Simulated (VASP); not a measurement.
A run of VASP 6.6.1:

File INCAR:

```
SYSTEM = ZrS2
PREC = Accurate
ENCUT = 600
EDIFF = 1E-6
ISMEAR = 0
SIGMA = 0.03
LREAL = .False.
LASPH = .True.
NELM = 80
ALGO = Normal
ISIF = 3
LWAVE = .False.
LCHARG = .False.
GGA = PE
IVDW = 12
IBRION = 2
NSW = 90
EDIFFG = -0.01
LATTICE_CONSTRAINTS = .TRUE. .TRUE. .FALSE.
KPAR = 2
```

File KPOINTS:

```
Automatic mesh
0
Gamma
  9 9 1
  0 0 0
```

Contents of POSCAR:

```
ZrS2
1.0
    3.6913825500      0.0000000000      0.0000000000
   -1.8456912700      3.1968310600      0.0000000000
    0.0000000000      0.0000000000     26.9155419100
S Zr
4 2
Direct
    0.6666666700      0.3333333400      0.3343793000
    0.3333333300      0.6666666600      0.4411750300
    0.6666666700      0.3333333400      0.5588249700
    0.3333333300      0.6666666600      0.6656207000
    0.0000000000      0.0000000000      0.3877771600
    0.0000000000      0.0000000000      0.6122228400
```

Potentials or basis: VASP PAW PBE potentials, release 64 (S, Zr_sv).

The run is started by

```console
$ cat potpaw_PBE.64/S/POTCAR potpaw_PBE.64/Zr_sv/POTCAR > POTCAR
$ mpirun -np 2 vasp_std > vasp.out
```

Hardware: 2 MPI ranks on Intel(R) Xeon(R) 6975P-C (Granite Rapids) (shared host).

Q: Estimate the wall time of this run.

A: Run time: 12 min on 2 MPI ranks on Intel(R) Xeon(R) 6975P-C (Granite Rapids), with other jobs on the host, peak memory 0.54 GiB a rank. Counts: scf iterations 227, k points 12, ion steps 28.
